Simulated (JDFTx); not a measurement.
# Ta (Im-3m) in JDFTx: further runs

Runs on Ta. Level: PBEsol. Tasks: equation of state.

Program: JDFTx 1.7.0 (patched build). These are calculated values, not measurements. Logs are shortened: lines on timing, memory, paths and dates and some standing lists are left out, and cuts for length are marked. The log counts tension as positive stress, the text compression.

**Experimental background.**

“Refinement of the equation of state of tantalum”, 2004, arxiv:cond-mat/0403080 quotes, for a bulk crystal of Ta: bulk modulus 194 GPa.

The runs below are set against these values where they give the same quantity.

**1. Starting point**

Symmetry: Im-3m, No. 229, cubic system. Conventional cell: a = 3.303 Å, b = 3.303 Å, c = 3.303 Å, α = 90.00°, β = 90.00°, γ = 90.00°. Around Ta (site symmetry m-3m) lie 8 Ta at 2.86 Å.

**2. Equation of state, PBEsol, 16.93 Å³/atom (volume scaled by 0.94)**

Ta.in

```
lattice Body-Centered Cubic 6.1135321638
coords-type Lattice
ion Ta     0.0000000000     0.0000000000     0.0000000000 1

ion-species pseudo/Ta.upf
elec-cutoff 29
elec-ex-corr gga-PBEsol
kpoint-folding 11 11 11
elec-smearing Fermi 0.0018374661
elec-n-bands 12
electronic-SCF nIterations 100 energyDiffThreshold 1e-09
electronic-minimize nIterations 30 energyDiffThreshold 1e-7
forces-output-coords Cartesian

dump-name run.$VAR
dump End Ecomponents EigStats BandEigs Kpoints Forces Stress
```

Potentials or basis: PseudoDojo-SR-PBEsol-0.4.1-standard with smoothed tails.

Run with:

```
$ jdftx -c 1 -i Ta.in -o Ta.out
```

The log of the run:

```text
*************** JDFTx 1.7.0 (patched build) ***************

Input parsed successfully to the following command list (including defaults):
[... the input with its defaults ...]

---------- Setting up symmetries ----------

Found 48 point-group symmetries of the bravais lattice
Found 48 space-group symmetries with basis
Applied RMS atom displacement 0 bohrs to make symmetries exact.

---------- Initializing the Grid ----------
R =
[     -3.05677      3.05677      3.05677  ]
[      3.05677     -3.05677      3.05677  ]
[      3.05677      3.05677     -3.05677  ]
unit cell volume = 114.247
G =
[ -6.98619e-18    1.02775    1.02775  ]
[    1.02775 -6.98619e-18    1.02775  ]
[    1.02775    1.02775 -6.98619e-18  ]
Minimum fftbox size, Smin = [  28  28  28  ]
Chosen fftbox size, S = [  28  28  28  ]

---------- Exchange Correlation functional ----------
Initalized PBEsol GGA exchange.
Initalized PBEsol GGA correlation.

---------- Setting up pseudopotentials ----------
Width of ionic core gaussian charges (only for fluid interactions / plotting) set to 0

Reading pseudopotential file 'pseudo/Ta.upf':
  'Ta' pseudopotential, 'PBESOL' functional
  Generated using ONCVPSP code by D. R. Hamann
  13 valence electrons, 4 orbitals, 8 projectors, 1001 radial grid points, with lMax = 3
    5S    l: 0   occupation:  2.0   eigenvalue: -2.683866
    5P    l: 1   occupation:  6.0   eigenvalue: -1.448529
    5D    l: 2   occupation:  3.0   eigenvalue: -0.133056
    6S    l: 0   occupation:  2.0   eigenvalue: -0.201047
  Core radius for overlap checks: 2.22 bohrs.

Initialized 1 species with 1 total atoms.

Folded 1 k-points by 11x11x11 to 1331 k-points.

---------- Setting up k-points, bands, fillings ----------
Reduced to 56 k-points under symmetry.
Computing the number of bands and number of electrons
Calculating initial fillings.
nElectrons:  13.000000   nBands: 12   nStates: 56

----- Setting up reduced wavefunction bases (one per k-point) -----
average nbasis = 852.319 , ideal nbasis = 852.192

---------- Setting up ewald sum ----------
Optimum gaussian width for ewald sums = 1.908579 bohr.
Real space sum over 2197 unit cells with max indices [  6  6  6  ]
Reciprocal space sum over 2197 terms with max indices [  6  6  6  ]

---------- Allocating electronic variables ----------
Initializing wave functions:  linear combination of atomic orbitals
Note: number of bands (12) exceeds available atomic orbitals (10)
Ta pseudo-atom occupations:   s ( 2 2 )  p ( 6 )  d ( 3 )
	FillingsUpdate:  mu: +0.731231263  nElectrons: 13.000000
LCAOMinimize: Iter:   0  F: -59.1057246433910493  |grad|_K:  2.597e-04  alpha:  1.000e+00
	FillingsUpdate:  mu: +0.732582633  nElectrons: 13.000000
LCAOMinimize: Iter:   1  F: -59.1059431010143541  |grad|_K:  3.014e-06  alpha:  7.994e-01  linmin:  3.012e-02  cgtest: -3.182e-01
	FillingsUpdate:  mu: +0.732579999  nElectrons: 13.000000
LCAOMinimize: Iter:   2  F: -59.1059431326420324  |grad|_K:  9.465e-07  alpha:  9.832e-01  linmin: -1.160e-03  cgtest:  3.389e-01
LCAOMinimize: Encountered beta<0, resetting CG.
	FillingsUpdate:  mu: +0.732575103  nElectrons: 13.000000
LCAOMinimize: Iter:   3  F: -59.1059431355102447  |grad|_K:  1.771e-08  alpha:  7.946e-01  linmin: -1.066e-03  cgtest:  1.348e-02
LCAOMinimize: Converged (|Delta F|<1.000000e-06 for 2 iters).

-------- Electronic minimization -----------
Will mix electronic density at each iteration.
	FillingsUpdate:  mu: +0.732575103  nElectrons: 13.000000
	FillingsUpdate:  mu: +0.725049977  nElectrons: 13.000000
SCF: Cycle:  0   F: -59.124935041119016   dF: -1.899e-02   |Residual|: 2.901e-02   |deigs|: 8.002e-02
	FillingsUpdate:  mu: +0.722361431  nElectrons: 13.000000
SCF: Cycle:  1   F: -59.125498087254826   dF: -5.630e-04   |Residual|: 1.286e-02   |deigs|: 6.499e-03
	FillingsUpdate:  mu: +0.720481949  nElectrons: 13.000000
SCF: Cycle:  2   F: -59.125600707510202   dF: -1.026e-04   |Residual|: 2.519e-03   |deigs|: 4.210e-03
	FillingsUpdate:  mu: +0.720622756  nElectrons: 13.000000
SCF: Cycle:  3   F: -59.125601128235637   dF: -4.207e-07   |Residual|: 5.570e-04   |deigs|: 4.942e-04
	FillingsUpdate:  mu: +0.720549826  nElectrons: 13.000000
SCF: Cycle:  4   F: -59.125601401741108   dF: -2.735e-07   |Residual|: 1.169e-04   |deigs|: 1.880e-04
	FillingsUpdate:  mu: +0.720534010  nElectrons: 13.000000
SCF: Cycle:  5   F: -59.125601412809921   dF: -1.107e-08   |Residual|: 8.156e-05   |deigs|: 6.663e-05
	FillingsUpdate:  mu: +0.720541509  nElectrons: 13.000000
SCF: Cycle:  6   F: -59.125601417036549   dF: -4.227e-09   |Residual|: 5.745e-06   |deigs|: 5.279e-05
	FillingsUpdate:  mu: +0.720541696  nElectrons: 13.000000
SCF: Cycle:  7   F: -59.125601417237490   dF: -2.009e-10   |Residual|: 6.687e-06   |deigs|: 4.810e-05
	FillingsUpdate:  mu: +0.720541290  nElectrons: 13.000000
SCF: Cycle:  8   F: -59.125601417290461   dF: -5.297e-11   |Residual|: 3.963e-06   |deigs|: 4.224e-05
SCF: Converged (|Delta E|<1.000000e-09 for 2 iters).

Setting wave functions to eigenvectors of Hamiltonian

# Stress tensor in Cartesian coordinates [Eh/a0^3]:
[ -0.000322727            0            0  ]
[            0 -0.000322727            0  ]
[            0            0 -0.000322727  ]

# Ionic positions in lattice coordinates:
ion Ta   0.000000000000000   0.000000000000000   0.000000000000000 1

# Forces in Cartesian coordinates:
force Ta  -0.000000000000000  -0.000000000000000   0.000000000000000 1

# Energy components:
   Eewald =      -50.3007456645711031
       EH =        6.9637914836069479
     Eloc =      -28.8159805500119823
      Enl =        4.5521487847522133
      Exc =      -14.7439778030275477
 Exc_core =        5.9556247698056763
       KE =       17.2637651584728395
-------------------------------------
     Etot =      -59.1253738209729534
       TS =        0.0002275963175054
-------------------------------------
        F =      -59.1256014172904614

IonicMinimize: Iter:   0  F: -59.125601417290461  |grad|_K:  0.000e+00
IonicMinimize: Converged (|grad|_K<1.000000e-04).

#--- Lowdin population analysis ---
# oxidation-state Ta +0.065

Dumping 'run.eigStats' ...
	eMin: -1.739941 at state 0 ( [ +0.000000 +0.000000 +0.000000 ] spin 0 )
	HOMO: +0.718391 at state 33 ( [ +0.090909 -0.454545 -0.454545 ] spin 0 )
	mu  : +0.720541
	LUMO: +0.723296 at state 27 ( [ +0.090909 +0.272727 -0.181818 ] spin 0 )
	eMax: +1.442239 at state 40 ( [ +0.181818 +0.272727 -0.272727 ] spin 0 )
	HOMO-LUMO gap: +0.004905
	Optical gap  : +0.013923 at state 2 ( [ +0.000000 +0.000000 +0.181818 ] spin 0 )
Done!
[note: the HOMO, LUMO and gaps printed at the end count levels as full or empty at half filling, so they show a gap where a level is partly filled]
```

It took 16 s on 1 thread of Intel Xeon at 2.70GHz, shared host; peak memory 0.07 GiB.

What came out:

```
Free energy            : -1608.8896 eV
Pressure               : 9.5 GPa
Band gap on the k mesh : none (metal or under the smearing width)
```

**3. Equation of state, PBEsol, 17.29 Å³/atom (volume scaled by 0.96)**

Ta.in, as its differences from that of step 2:

```diff
@@ -1,2 +1,2 @@
-lattice Body-Centered Cubic 6.1135321638
+lattice Body-Centered Cubic 6.1565866256
 coords-type Lattice
```

Potentials or basis: PseudoDojo-SR-PBEsol-0.4.1-standard with smoothed tails.

Run with:

```
$ jdftx -c 1 -i Ta.in -o Ta.out
```

Wall time 18 s (1 thread of Intel Xeon at 2.70GHz, shared host); peak memory 0.07 GiB.

The run converged. Its results:

| Property | Result |
| --- | --- |
| Free energy | -1608.9051 eV |
| Pressure | 4.4 GPa |
| Band gap on the k mesh | none (metal or under the smearing width) |

**4. Equation of state, PBEsol, 17.65 Å³/atom (volume scaled by 0.98)**

Ta.in, as its differences from that of step 3:

```diff
@@ -1,2 +1,2 @@
-lattice Body-Centered Cubic 6.1565866256
+lattice Body-Centered Cubic 6.1990471857
 coords-type Lattice
```

Run with:

```
$ jdftx -c 1 -i Ta.in -o Ta.out
```

Wall time 18 s (1 thread of Intel Xeon at 2.70GHz, shared host); peak memory 0.07 GiB.

It converged, with:

```yaml
Free_energy: -1608.9098 eV
Pressure: -0.2 GPa
Band_gap_on_the_k_mesh: none (metal or under the smearing width)
```

**5. Equation of state, PBEsol, 18.01 Å³/atom**

Ta.in, as its differences from that of step 4:

```diff
@@ -1,2 +1,2 @@
-lattice Body-Centered Cubic 6.1990471857
+lattice Body-Centered Cubic 6.2409339101
 coords-type Lattice
```

Run with:

```
$ jdftx -c 1 -i Ta.in -o Ta.out
```

Run time: 18 s. Hardware: 1 thread of Intel Xeon at 2.70GHz, shared host; peak memory 0.07 GiB.

Results (log left out):

| Item | Value |
| --- | --- |
| Free energy | -1608.9048 eV |
| Pressure | -4.2 GPa |
| Band gap on the k mesh | none (metal or under the smearing width) |

**6. Equation of state, PBEsol, 18.37 Å³/atom (volume scaled by 1.02)**

Ta.in, as its differences from that of step 5:

```diff
@@ -1,2 +1,2 @@
-lattice Body-Centered Cubic 6.2409339101
+lattice Body-Centered Cubic 6.2822658027
 coords-type Lattice
```

Potentials or basis: PseudoDojo-SR-PBEsol-0.4.1-standard with smoothed tails.

Run with:

```
$ jdftx -c 1 -i Ta.in -o Ta.out
```

Run time: 17 s. Hardware: 1 thread of Intel Xeon at 2.70GHz, shared host; peak memory 0.07 GiB.

The run converged. Its results:

```yaml
Free_energy: -1608.8912 eV
Pressure: -7.9 GPa
Band_gap_on_the_k_mesh: none (metal or under the smearing width)
```

**7. Equation of state, PBEsol, 18.73 Å³/atom (volume scaled by 1.04)**

Ta.in, as its differences from that of step 6:

```diff
@@ -1,2 +1,2 @@
-lattice Body-Centered Cubic 6.2822658027
+lattice Body-Centered Cubic 6.3230608795
 coords-type Lattice
```

Run with:

```
$ jdftx -c 1 -i Ta.in -o Ta.out
```

It took 20 s on 1 thread of Intel Xeon at 2.70GHz, shared host; peak memory 0.07 GiB.

It converged, with:

```
Free energy            : -1608.8698 eV
Pressure               : -11.1 GPa
Band gap on the k mesh : none (metal or under the smearing width)
```

**8. Equation of state, PBEsol, 19.09 Å³/atom (volume scaled by 1.06)**

Ta.in, as its differences from that of step 7:

```diff
@@ -1,2 +1,2 @@
-lattice Body-Centered Cubic 6.3230608795
+lattice Body-Centered Cubic 6.3633362386
 coords-type Lattice
```

Run with:

```
$ jdftx -c 1 -i Ta.in -o Ta.out
```

Wall time 18 s (1 thread of Intel Xeon at 2.70GHz, shared host); peak memory 0.07 GiB.

Results (log left out):

* Free energy: -1608.8414 eV
* Pressure: -14.1 GPa
* Band gap on the k mesh: none (metal or under the smearing width)

**9. Equation of state, PBEsol**

Potentials or basis: PseudoDojo-SR-PBEsol-0.4.1-standard with smoothed tails.

This step only gathers the single runs of the series.

What came out:

```
Equilibrium volume                      : 17.64 Å³/atom
Bulk modulus                            : 212 GPa
Pressure derivative of the bulk modulus : 4.4
```

Energy against volume, from the lowest point:
| volume (Å³/atom) | energy (meV/atom) |
| --- | --- |
| 16.930 | 20.26 |
| 17.290 | 4.70 |
| 17.650 | 0.00 |
| 18.010 | 4.99 |
| 18.371 | 18.63 |
| 18.731 | 40.05 |
| 19.091 | 68.48 |

Spin-orbit coupling is left out, which matters for the levels of Ta.

**10. Against experiment**

Step 9. Against the measured bulk modulus of Ta, 194 GPa (quoted in “Refinement of the equation of state of tantalum”, 2004, arxiv:cond-mat/0403080), the calculated 212 GPa is off by +9.1 %. The fit is for a static lattice scaled at fixed shape and fixed fractional positions.
